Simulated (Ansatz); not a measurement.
Pb:

```
CELL_PARAMETERS angstrom
0.00000 2.47502 2.47502
2.47502 0.00000 2.47502
2.47502 2.47502 0.00000
ATOMIC_POSITIONS crystal
Pb 0.00000 0.00000 0.00000
```

Base run:

```yaml
Program: Ansatz 0.2.0
Functional: PBE
Potentials_or_basis: Ansatz PAW
Cutoff: "420 eV (not typed: the program's choice for these potentials)"
k_mesh: 9 × 9 × 9
Occupations: gaussian, width 0.05 eV
Spin: no spin polarisation
```

Its results: band gap on the k mesh none (metal or under the smearing width); pressure 2.2 GPa.

Q: The run is repeated on the same cell with these changes: functional from PBE to RPBE. What comes out?

A: Band gap on the k mesh none (metal or under the smearing width); pressure 3.9 GPa.

RPBE binds less tightly than PBE, so the same cell stands under more pressure.

Caveats: the PAW data sets come from PBE, with cores solved anew for the run's functional, which leaves a small shift of forces and pressure (some runs).
